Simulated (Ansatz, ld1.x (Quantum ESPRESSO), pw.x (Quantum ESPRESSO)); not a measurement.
Be: one change to the RRKJ potential, in the atom and in the fcc crystal

beryllium, norm-conserving RRKJ (Kleinman–Bylander form), made with ld1.x (Quantum ESPRESSO) 7.5 (PBE, scalar-relativistic). Core [He], reference 2s2 2p0. Waves: 2s (bound): rc 1.95 bohr; 2p (bound, empty): rc 4.10 bohr; 3d channel at 0.45 Ry: rc 3.75 bohr. Local part: all-electron potential smoothed inside 3.15 bohr (lloc = -1). Core correction: Bessel-smoothed model core, default radius (core density twice the valence density). rho0 = 0.02.

Change: core correction Bessel-smoothed model core inside 1.90 bohr.

Cutoffs, loose and tight: the cutoffs (Ry, on a coarse ladder) from which the occupation-weighted sum of valence levels, in a spherical-Bessel basis at the reference potential, stays within 10 and 1 mRy of its value at 400 Ry. They do not see the model core or the augmentation charge, which bear on the density cutoff. Test errors are all-electron minus pseudo excitation energies from the reference, over the configurations 2s1 2p0; 2s1.5 2p0; 2s1 2p1; 2s0 2p1; 2s0 2p2; variants that change the core or the reference have their own tests.

Crystal test: fcc Be in pw.x 7.5, no spin, 18³ k-points, Fermi–Dirac smearing 0.01 Ry, cutoffs set for each file from its atomic test. The reference is all-electron LAPW (Ansatz 0.2.0) with the same functional, mesh and smearing; V0 and B0 come from Birch–Murnaghan fits to the pressures at five volumes. Errors are pseudo minus all-electron; Δ is the rms difference of the E(V) curves that follow from these fits, minima aligned, over ±6 % about the mean V0. Mesh and smearing are coarse, so the numbers serve the comparison and aren't converged zero-temperature values; the lattice is a test structure that the element need not adopt.

All-electron: a0 = 3.160 Å (V0 = 7.89 Å³/atom), B0 = 119.0 GPa.

Problem. Does the change bring the crystal closer to the all-electron result?

Solution. The mean pressure error goes from -66.19 to -65.65 GPa, a small move against the size of the error. Neither pressure curve crosses zero within the volumes sampled, so no fits are given.

```csv
quantity,base,changed
outcome (atom),generated,generated
"cutoff, loose (atom)",12 Ry,12 Ry
"cutoff, tight (atom)",40 Ry,40 Ry
bound ghosts (atom),none,none
largest test error (meV) (atom),-248,-223
cutoffs in pw.x (Ry),50/200,50/200
mean pressure error (GPa),-66.19,-65.65
```

Base: The largest radius (4.10 bohr) exceeds half the bond length (2.11 bohr), so the spheres overlap, which is one possible source of error among others. This is a poor potential for the solid. The pseudo pressure rises with volume over the whole range, a mechanical instability. Changed file: The largest radius (4.10 bohr) exceeds half the bond length (2.11 bohr), so the spheres overlap, which is one possible source of error among others. This is a poor potential for the solid. The pseudo pressure rises with volume over the whole range, a mechanical instability. The atomic cutoffs weigh occupied waves only.
